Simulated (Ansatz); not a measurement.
**SiNi: the crystal squeezed far**

The task here is to estimate one member of a computed series from the others.

Method: DFT PBE, with the methods named in each step, in Ansatz 0.2.0.

## The system as given

Symmetry: Pm-3m, No. 221, cubic system. Conventional cell: a = 2.714 Å, b = 2.714 Å, c = 2.714 Å, α = 90.00°, β = 90.00°, γ = 90.00°. Ni (site symmetry m-3m) has 8 Si at 2.35 Å as nearest neighbours. Around Si (site symmetry m-3m) lie 8 Ni at 2.35 Å.

Coordinates:

```
Ni Si
1.0
     2.71442    0.00000    0.00000
     0.00000    2.71442    0.00000
     0.00000    0.00000    2.71442
Ni Si
1 1
Cartesian
  0.0000 0.0000 0.0000
  1.3572 1.3572 1.3572
```

Whether this phase is the stable one at these pressures isn't tested.

Atoms are numbered in the order of the input: Ni1, Si2.

The first run:

File input.yaml:

```yaml
crystal:
  lattice:
    - [2.7144176166, 0.0, 0.0]
    - [0.0, 2.7144176166, 0.0]
    - [0.0, 0.0, 2.7144176166]
  atoms:
    - { symbol: Ni, position: [0.0, 0.0, 0.0] }
    - { symbol: Si, position: [0.5, 0.5, 0.5] }
kpoints:
  mp_grid: { grid: [15, 15, 15] }
scf:
  occupations: { method: fermi_dirac, width: 0.1 }
hamiltonian:
  xc: pbe
  pseudopotentials: { kind: paw }
output:
  forces: true
  stress: true
relax:
  f_tol: 0.005
  max_steps: 40
  cell: {}
```

Started as:

```sh
$ ansatz run input.yaml --threads 1 --pin off --max-ram 2048MiB --backend cpu --events-out ev --progress --plain --runs-dir out
```

Among the steps run: Cell relaxed at zero pressure, PAW; Volume scaled by 1, PAW; Volume scaled by 0.94, PAW; Volume scaled by 0.88, PAW; Volume scaled by 0.8, PAW; Volume scaled by 0.72, PAW; Volume scaled by 0.64, PAW; Volume scaled by 0.55, PAW; Volume scaled by 0.55, PAW (core large).

One table of the session follows, with a row left open; its other results are not shown here.

 The rows PAW, 0.55 and PAW (core large), 0.55 agree to the last digit and may rest on the same set-up.

```
          method  volume over the first  volume (Å³/atom)  pressure (GPa)
             PAW                      1            11.438            0.00
             PAW                   0.94                 ?               ?
             PAW                   0.88            10.065           30.07
             PAW                    0.8             9.150           65.34
             PAW                   0.72             8.235          122.37
             PAW                   0.64             7.320          217.51
             PAW                   0.55             6.291          412.35
PAW (core large)                   0.55             6.291          412.35
```

Estimate the missing values for PAW, 0.94.

As computed: volume (Å³/atom): 10.751; pressure (GPa): 12.32. In the column «volume (Å³/atom)» it lies between PAW, 0.88 (10.065) and PAW, 1 (11.438).

Caveats from the session: Spin polarisation is left out here, though a magnetic state may lie well lower. Warnings in the runs' records: datasets by core.
